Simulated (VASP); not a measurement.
Here is a VASP 6.6.1 calculation.

POSCAR

```
BN
1.0
    0.0000000000      1.8048245542      1.8048245542
    1.8048245542      0.0000000000      1.8048245542
    1.8048245542      1.8048245542      0.0000000000
B N
1 1
Direct
    0.0000000000      0.0000000000      0.0000000000
    0.2500000000      0.2500000000      0.2500000000
```

File INCAR.step1:

```
ALGO     = Normal         # electronic algorithm
EDIFF    = 1E-5           # SCF threshold, eV
ENCUT    = 660            # plane-wave cutoff, eV
GGA      = PE             # functional
GGA_COMPAT= False        
ISMEAR   = 0              # smearing method
LASPH    = True           # aspherical terms in the spheres
LCHARG   = False          # write CHGCAR
LREAL    = False          # projectors in reciprocal space
LWAVE    = True           # write WAVECAR
NBANDS   = 11             # bands
NELM     = 120            # most SCF steps
PREC     = Accurate       # precision mode
SIGMA    = 0.01           # smearing width, eV
```

The input INCAR.step2:

```
ALGO     = Normal         # electronic algorithm
EDIFF    = 1E-6           # SCF threshold, eV
ENCUT    = 660            # plane-wave cutoff, eV
GGA_COMPAT= False        
ISIF     = 2              # what is computed and relaxed
ISMEAR   = 0              # smearing method
ISTART   = 1            
IVDW     = 13             # dispersion correction
LASPH    = True           # aspherical terms in the spheres
LCHARG   = False          # write CHGCAR
LMIXTAU  = True         
LREAL    = False          # projectors in reciprocal space
LWAVE    = False          # write WAVECAR
METAGGA  = R2SCAN         # meta-GGA
NBANDS   = 11             # bands
NELM     = 120            # most SCF steps
PREC     = Accurate       # precision mode
SIGMA    = 0.01           # smearing width, eV
VDW_A1   = 0.51559235   
VDW_A2   = 5.77342911   
VDW_S6   = 1.0          
VDW_S8   = 0.6018749
```

The input KPOINTS:

```
k-points
0
Gamma
  8 8 8
```

Potentials or basis: VASP PAW PBE potentials, release 64 (B, N).

Run with:

```sh
$ cat potpaw_PBE.64/B/POTCAR potpaw_PBE.64/N/POTCAR > POTCAR
$ cp INCAR.step1 INCAR
$ mpirun -np 1 vasp_std > vasp.out
$ cp INCAR.step2 INCAR
$ mpirun -np 1 vasp_std > vasp.out
```

(1) What does it give for the pressure?

(2) Predict the band gap on the k mesh.

Answers

(1) -1.0 GPa.

(2) 4.98 eV, indirect (least direct gap 9.55 eV).

Caveat: the PAW data sets were made with another functional, which shifts forces and pressure a little.

**What was measured.**

From a printed reference work, monograph, for a bulk crystal of BN at 300 K: band gap 6.4 eV (indirect).

Against the measured gap of BN, 6.4 eV (indirect; 300 K; a printed reference work, monograph), the calculated 4.98 eV is off by -1.42 eV. The value is that of r2SCAN+D4 on a finite k mesh, which can miss the band edges, without temperature or zero-point motion.
